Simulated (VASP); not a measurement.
# W (Fm-3m) in VASP: a series of runs, part 2 of 2

VASP 6.6.1. The steps go on from the part before.

### 3 Relaxation of cell and atoms, PBE+D3(BJ)

File INCAR:

```
ALGO = Normal
EDIFF = 1E-7
EDIFFG = -0.005
ENCUT = 600
GGA = PE
IBRION = 2
ISIF = 3
ISMEAR = 0
IVDW = 12
LASPH = True
LCHARG = False
LREAL = False
LWAVE = False
NELM = 100
NSW = 90
PREC = Accurate
SIGMA = 0.1
```

File KPOINTS:

```
k-points
0
Gamma
  18 18 18
```

File POSCAR:

```
W
1.0
    0.0000000000      1.9958246200      1.9958246200
    1.9958246200      0.0000000000      1.9958246200
    1.9958246200      1.9958246200      0.0000000000
W
1
Direct
    0.0000000000      0.0000000000      0.0000000000
```

Potentials or basis: VASP PAW PBE potentials, release 64 (W_sv).

Launch:

```bash
$ cat potpaw_PBE.64/W_sv/POTCAR > POTCAR
$ mpirun -np 1 vasp_std > vasp.out
```

OUTCAR:

```text
EDIFF = 1E-7
   EDIFFG = -0.005
   ENCUT = 600
   GGA = PE
   IBRION = 2
   ISIF = 3
   ISMEAR = 0
   IVDW = 12
   LASPH = True
   LREAL = False
   NELM = 100
   NSW = 90
   PREC = Accurate
 IVDW          = 12

 ion  position               nearest neighbor table
   1  0.000  0.000  0.000-

  LATTYP: Found a face centered cubic cell.
 ALAT       =     3.9916492400

  Lattice vectors:

 A1 = (   0.0000000000,   1.9958246200,   1.9958246200)
 A2 = (   1.9958246200,   0.0000000000,   1.9958246200)
 A3 = (   1.9958246200,   1.9958246200,   0.0000000000)

Analysis of symmetry for initial positions (statically):
=====================================================================
 Subroutine PRICEL returns:
 Original cell was already a primitive cell.

 Routine SETGRP: Setting up the symmetry group for a
 face centered cubic supercell.

 Subroutine GETGRP returns: Found 48 space group operations
 (whereof 48 operations were pure point group operations)
 out of a pool of 48 trial point group operations.

The static configuration has the point symmetry O_h .

Analysis of symmetry for dynamics (positions and initial velocities):
=====================================================================
 Subroutine PRICEL returns:
 Original cell was already a primitive cell.

 Routine SETGRP: Setting up the symmetry group for a
 face centered cubic supercell.

 Subroutine GETGRP returns: Found 48 space group operations
 (whereof 48 operations were pure point group operations)
 out of a pool of 48 trial point group operations.

The dynamic configuration has the point symmetry O_h .

 Subroutine INISYM returns: Found 48 space group operations
 (whereof 48 operations are pure point group operations),
 and found     1 'primitive' translations

----------------------------------------------------------------------------------------

                                     Primitive cell

  volume of cell :      15.9000

  direct lattice vectors                    reciprocal lattice vectors
     0.000000000  1.995824620  1.995824620    -0.250523014  0.250523014  0.250523014
     1.995824620  0.000000000  1.995824620     0.250523014 -0.250523014  0.250523014
     1.995824620  1.995824620  0.000000000     0.250523014  0.250523014 -0.250523014

  length of vectors
     2.822522246  2.822522246  2.822522246     0.433918589  0.433918589  0.433918589

  position of ions in fractional coordinates (direct lattice)
     0.000000000  0.000000000  0.000000000

  ion indices of the primitive-cell ions
   primitive index   ion index
                 1           1

----------------------------------------------------------------------------------------

 KPOINTS: k-points

Automatic generation of k-mesh.
 Grid dimensions read from file:
 generate k-points for:   18   18   18

 Generating k-lattice:

  Cartesian coordinates                     Fractional coordinates (reciprocal lattice)
    -0.013917945  0.013917945  0.013917945     0.055555556  0.000000000  0.000000000
     0.013917945 -0.013917945  0.013917945     0.000000000  0.055555556  0.000000000
     0.013917945  0.013917945 -0.013917945     0.000000000  0.000000000  0.055555556

  Length of vectors
     0.024106588  0.024106588  0.024106588

  Shift w.r.t. Gamma in fractional coordinates (k-lattice)
     0.000000000  0.000000000  0.000000000

 Subroutine IBZKPT returns following result:
 ===========================================

 Found    195 irreducible k-points:

 Following reciprocal coordinates:
            Coordinates               Weight
  0.000000  0.000000  0.000000      1.000000
  0.055556  0.000000  0.000000      8.000000
  0.111111  0.000000  0.000000      8.000000
  0.166667  0.000000  0.000000      8.000000
  0.222222  0.000000  0.000000      8.000000
  0.277778  0.000000  0.000000      8.000000
[... 16 lines left out ...]
 -0.277778  0.055556  0.000000     24.000000
 -0.222222  0.055556  0.000000     24.000000
 [... further k-points ...]
   k-points           NKPTS =    195   k-points in BZ     NKDIM =    195   number of bands    NBANDS=     11
   number of dos      NEDOS =    301   number of ions     NIONS =      1
   total plane-waves  NPLWV =  13824
   dimension x,y,z NGX =    24 NGY =   24 NGZ =   24
   dimension x,y,z NGXF=    48 NGYF=   48 NGZF=   48
   ions per type =               1
   NGX,Y,Z   is equivalent  to a cutoff of  14.14, 14.14, 14.14 a.u.
   NGXF,Y,Z  is equivalent  to a cutoff of  28.27, 28.27, 28.27 a.u.
 SYSTEM =  unknown system
   PREC   = accura    normal or accurate (medium, high low for compatibility)
   ISTART =      0    job   : 0-new  1-cont  2-samecut
   ICHARG =      2    charge: 1-file 2-atom 10-const
   ISPIN  =      1    spin polarized calculation?
   LNONCOLLINEAR =      F non collinear calculations
   LSORBIT =      F    spin-orbit coupling
   LASPH  =      T    aspherical Exc in radial PAW
   ENCUT  =  600.0 eV  44.10 Ry    6.64 a.u.   5.64  5.64  5.64*2*pi/ulx,y,z
   NELM   =    100;   NELMIN=  2; NELMDL= -5     # of ELM steps
   EDIFF  = 0.1E-06   stopping-criterion for ELM
   LREAL  =      F    real-space projection
   EDIFFG = -.5E-02   stopping-criterion for IOM
   NSW    =     90    number of steps for IOM
   IBRION =      2    ionic relax: 0-MD 1-quasi-New 2-CG
   NFREE  =      1    steps in history (QN), initial steepest desc. (CG)
   ISIF   =      3    stress and relaxation
   ISYM   =      2    0-nonsym 1-usesym 2-fastsym
   POTIM  = 0.5000    time-step for ionic-motion
   TEBEG  =    0.0;   TEEND  =   0.0 temperature during run
   PSTRESS=    0.0 pullay stress
   NELECT =      14.0000    total number of electrons
   NUPDOWN=      -1.0000    fix difference up-down
   EMIN   =  10.00;   EMAX   =-10.00  energy-range for DOS
   EFERMI =   0.00;   METHOD = LEGACY
   ISMEAR =     0;   SIGMA  =   0.10  broadening in eV -4-tet -1-fermi 0-gaus
   EFERMI_NEDOS =   21; number of points for ismear=-14 and -15
   IALGO  =     38    algorithm
   IMIX   =      4    mixing-type and parameters
     AMIX     =   0.40;   BMIX     =  1.00
     AMIX_MAG =   1.60;   BMIX_MAG =  1.00
  volume/ion in A,a.u.               =      15.90       107.30
  Fermi-wavevector in a.u.,A,eV,Ry     =   1.569104  2.965177 33.498743  2.462088
  Thomas-Fermi vector in A             =   2.671036
   LORBIT       =      0    0 simple, 1 ext, 2 COOP (PROOUT), +10 PAW based schemes
   GGA     = PE    functional components
   LHFCALC =     F    Hartree Fock is set to
   AEXX    =    0.0000 exact exchange contribution
   IVDW    =    12    specifies the selected vdW correction
   LEPSILON=     F    determine dielectric tensor
   LRPA    =     F    only Hartree local field effects (RPA)
 conjugate gradient relaxation of ions
 non-spin polarized calculation
 Gauss-broadening in eV      SIGMA  =   0.10
  energy-cutoff  :      600.00
  volume of cell :       15.90
 maximum number of plane-waves:       544
   NGX = 11   NGY = 11   NGZ = 11

--------------------------------------- Ionic step        1  -------------------------------------------

 number of electron      14.0000000 magnetization

 Free energy of the ion-electron system (eV)
  ---------------------------------------------------
  ext. energy  EPLUGINS =         0.00000000
  ---------------------------------------------------
  free energy    TOTEN  =       -12.45597223 eV

  energy without entropy =      -12.44947426  energy(sigma->0) =      -12.45272324

------------------------ aborting loop because EDIFF is reached ----------------------------------------

 Edisp (eV)   -0.69294

 E8    (eV) :    -0.3552
[... 108 lines left out ...]
--------------------------------------- Ionic step        4  -------------------------------------------

 number of electron      14.0000000 magnetization

 Free energy of the ion-electron system (eV)
  ---------------------------------------------------
  ext. energy  EPLUGINS =         0.00000000
  ---------------------------------------------------
  free energy    TOTEN  =       -12.46694304 eV

  energy without entropy =      -12.46030870  energy(sigma->0) =      -12.46362587

 E-fermi :  10.7471     XC(G=0): -13.5440

 val. band max:       10.7457959295   @ k =   0.4444   0.0556   0.0000
 cond. band min:      10.7472121072   @ k =  -0.2222   0.0556   0.0000
 fundamental gap:      0.0014161777
 Fermi energy:        10.7470771355

 k-point     1 :       0.0000    0.0000    0.0000
  band No.  band energies     occupation
      1     -62.8790      2.00000
      2     -26.4842      2.00000
      3     -26.4842      2.00000
      4     -26.4842      2.00000
      5       1.6641      2.00000
      6      10.1755      2.00000
      7      10.1755      2.00000
      8      10.1755      2.00000
      9      13.3892      0.00000
     10      13.3892      0.00000
     11      23.5673      0.00000
[... 309 lines left out ...]
 k-point    24 :      -0.2222    0.0556    0.0000
  band No.  band energies     occupation
      1     -62.8222      2.00000
      2     -27.0861      2.00000
      3     -26.6033      2.00000
      4     -26.5488      2.00000
      5       3.9160      2.00000
      6       9.0610      2.00000
      7      10.5954      1.96805
      8      10.7472      0.99848
      9      12.8833      0.00000
     10      13.9443      0.00000
     11      24.2602      0.00000

 [... further k-points ...]

------------------------ aborting loop because EDIFF is reached ----------------------------------------

 Edisp (eV)   -0.68425

 E8    (eV) :    -0.3507
[... 24 lines left out ...]
  FREE ENERGIE OF THE ION-ELECTRON SYSTEM (eV)
  ---------------------------------------------------
  free  energy   TOTEN  =       -13.1511900357 eV

  energy  without entropy=      -13.1445556928  energy(sigma->0) =      -13.14787286

 reached required accuracy - stopping structural energy minimisation
```

OSZICAR:

```text
N       E                     dE             d eps       ncg     rms          rms(c)
DAV:   1     0.834742830006E+02    0.83474E+02   -0.85054E+03  4298   0.159E+03
[... 32 lines left out ...]
   3 F= -.13151189E+02 E0= -.13147871E+02  d E =-.227369E-02
       N       E                     dE             d eps       ncg     rms          rms(c)
DAV:   1    -0.124669511820E+02    0.16712E-03   -0.19658E-04  4446   0.221E-01    0.363E-02
DAV:   2    -0.124669437768E+02    0.74052E-05   -0.10910E-05  4434   0.449E-02    0.818E-03
DAV:   3    -0.124669427588E+02    0.10180E-05   -0.31924E-06  4530   0.235E-02    0.622E-03
DAV:   4    -0.124669430549E+02   -0.29606E-06   -0.72204E-08  2778   0.385E-03    0.887E-04
DAV:   5    -0.124669430399E+02    0.14936E-07   -0.12594E-08  2166   0.161E-03
   4 F= -.13151190E+02 E0= -.13147873E+02  d E =-.227440E-02
```

Wall time 39 s (1 thread of Intel Xeon Platinum 8488C (Sapphire Rapids), shared host); peak memory 0.19 GiB.

Results:

```
Free energy                            : -13.1512 eV
Relaxed volume                         : 16.10 Å³/atom
Relaxed cell                           : a = 2.834 Å, b = 2.834 Å, c = 2.834 Å, α = 60.00°, β = 60.00°, γ = 60.00°
Space group after relaxing (to 0.05 Å) : Fm-3m (No. 225)
Energy gained by relaxing              : 2.3 meV/atom
Ionic steps                            : 4
Pressure after relaxing                : 0.0 GPa
Band gap on the k mesh                 : none (metal or under the smearing width)
Dispersion energy per atom             : -0.684 eV
```

The path:
```tsv
step	energy change (eV)	largest force (eV/Å)	pressure (GPa)	volume (Å³)
1	0.0000	0.0000	3.76	15.90
2	0.0225	0.0000	-11.36	16.77
3	-0.0023	0.0000	-0.06	16.10
4	-0.0023	0.0000	0.02	16.10
```

Final structure:
```
W
1.0
     0.00000    2.00400    2.00400
     2.00400    0.00000    2.00400
     2.00400    2.00400    0.00000
W
1
Cartesian
  0.0000 0.0000 0.0000
```

Levels at points of the mesh, in eV from the Fermi level:
| k point | band 4 | band 5 | band 6 | band 7 | band 8 | band 9 | band 10 | band 11 |
| --- | --- | --- | --- | --- | --- | --- | --- | --- |
| (0.00, 0.00, 0.00) | -37.23 | -9.08 | -0.57 | -0.57 | -0.57 | 2.64 | 2.64 | 12.82 |
| (0.50, 0.00, 0.00) | -37.39 | -5.70 | -0.80 | -0.80 | 0.70 | 5.19 | 5.19 | 10.59 |
| (0.50, 0.50, 0.00) | -37.67 | -5.61 | -4.63 | 3.17 | 5.16 | 5.94 | 5.94 | 11.92 |

Caveat: pairwise dispersion overbinds metals, which lowers pressure and volume.

### 4 Relaxation of cell and atoms, PBEsol

Edit INCAR of step 3 so:

```diff
@@ -3,4 +3,4 @@
 EDIFFG = -0.005
-ENCUT = 600
-GGA = PE
+ENCUT = 300
+GGA = PS
 IBRION = 2
@@ -8,3 +8,2 @@
 ISMEAR = 0
-IVDW = 12
 LASPH = True
```

KPOINTS is that of step 3.

POSCAR is that of step 3.

Launch:

```bash
$ cat potpaw_PBE.64/W_sv/POTCAR > POTCAR
$ mpirun -np 1 vasp_std > vasp.out
```

Run time: 11 s. Hardware: 1 thread of Intel Xeon Platinum 8488C (Sapphire Rapids), shared host; peak memory 0.12 GiB.

The run converged. Its results:

```
Free energy                            : -13.3134 eV
Relaxed volume                         : 15.97 Å³/atom
Relaxed cell                           : a = 2.827 Å, b = 2.827 Å, c = 2.827 Å, α = 60.00°, β = 60.00°, γ = 60.00°
Space group after relaxing (to 0.05 Å) : Fm-3m (No. 225)
Energy gained by relaxing              : 0.3 meV/atom
Ionic steps                            : 3
Pressure after relaxing                : 0.0 GPa
Band gap on the k mesh                 : none (metal or under the smearing width)
```

The path:
```
step  energy change (eV)  largest force (eV/Å)  pressure (GPa)  volume (Å³)
   1              0.0000                0.0000            1.33        15.90
   2              0.0030                0.0000           -4.37        16.21
   3             -0.0003                0.0000            0.00        15.97
```

Final structure:
```
W
1.0
     0.00000    1.99873    1.99873
     1.99873    0.00000    1.99873
     1.99873    1.99873    0.00000
W
1
Direct
  0.00000 0.00000 0.00000
```

Levels at points of the mesh, in eV from the Fermi level:
```csv
k point,band 3,band 4,band 5,band 6,band 7,band 8,band 9,band 10,band 11
"(0.00, 0.00, 0.00)",-37.15,-37.15,-9.14,-0.58,-0.58,-0.58,2.66,2.66,12.87
"(0.50, 0.00, 0.00)",-37.32,-37.32,-5.75,-0.82,-0.82,0.75,5.26,5.26,10.70
"(0.50, 0.50, 0.00)",-37.61,-37.61,-5.68,-4.68,3.23,5.21,6.03,6.03,11.98
```

Caveat: the PAW data sets were made with another functional, which shifts forces and pressure a little.

### 5 Relaxation of cell and atoms, PBEsol

Edit INCAR of step 4 so:

```diff
@@ -3,3 +3,3 @@
 EDIFFG = -0.005
-ENCUT = 300
+ENCUT = 600
 GGA = PS
```

File KPOINTS:

```
k-points
0
Gamma
  6 6 6
```

POSCAR is that of step 4.

Launch:

```bash
$ cat potpaw_PBE.64/W_sv/POTCAR > POTCAR
$ mpirun -np 1 vasp_std > vasp.out
```

It took 6.4 s on 1 thread of Intel Xeon Platinum 8488C (Sapphire Rapids), shared host; peak memory 0.13 GiB.

It converged, with:

| Quantity | Value |
| --- | --- |
| Free energy | -13.2560 eV |
| Relaxed volume | 15.98 Å³/atom |
| Relaxed cell | a = 2.827 Å, b = 2.827 Å, c = 2.827 Å, α = 60.00°, β = 60.00°, γ = 60.00° |
| Space group after relaxing (to 0.05 Å) | Fm-3m (No. 225) |
| Energy gained by relaxing | 0.4 meV/atom |
| Ionic steps | 3 |
| Pressure after relaxing | 0.0 GPa |
| Band gap on the k mesh | none (metal or under the smearing width) |

Step by step:
```
step  energy change (eV)  largest force (eV/Å)  pressure (GPa)  volume (Å³)
   1              0.0000                0.0000            1.48        15.90
   2              0.0033                0.0000           -4.43        16.24
   3             -0.0004                0.0000            0.00        15.98
```

Final structure:
```
CELL_PARAMETERS angstrom
0.00000 1.99921 1.99921
1.99921 0.00000 1.99921
1.99921 1.99921 0.00000
ATOMIC_POSITIONS crystal
W 0.00000 0.00000 0.00000
```

Levels at points of the mesh, in eV from the Fermi level:
```tsv
k point	band 5	band 6	band 7	band 8	band 9	band 10
(0.00, 0.00, 0.00)	-9.33	-0.77	-0.77	-0.77	2.48	2.48
(0.50, 0.00, 0.00)	-5.94	-1.01	-1.01	0.55	5.08	5.08
(0.50, 0.50, 0.00)	-5.86	-4.86	3.03	5.03	5.85	5.85
```

Caveat: the k mesh is coarse (spacing up to 0.45 Å⁻¹), so the values aren't converged; the PAW data sets were made with another functional, which shifts forces and pressure a little. Spin-orbit coupling is left out, which matters for the levels of W.

### 6 Summary

| level | k mesh | cutoff (eV) | mesh quality | gap on the mesh (eV) | pressure (GPa) | relaxed volume (Å³/atom) |
| --- | --- | --- | --- | --- | --- | --- |
| PBE | 18 × 18 × 18 | 600 | not flagged | none | 0.0 | 16.48 |
| PBE+D3(BJ) | 18 × 18 × 18 | 600 | not flagged | none | 0.0 | 16.10 |
| PBEsol | 18 × 18 × 18 | 300 | not flagged | none | 0.0 | 15.97 |
| PBEsol | 6 × 6 × 6 | 600 | coarse | none | 0.0 | 15.98 |

Alike in all rows: task relaxation of cell and atoms; potentials or basis VASP PAW PBE potentials, release 64 (W_sv); no spin polarisation; cell relaxed; smearing gaussian 0.1 eV.

Caveats: some runs use coarse meshes; the PAW data sets were made with another functional, which shifts forces and pressure a little (some runs); pairwise dispersion overbinds metals, which lowers pressure and volume (some runs).

Absolute energies hang on the potentials; compare differences alone.
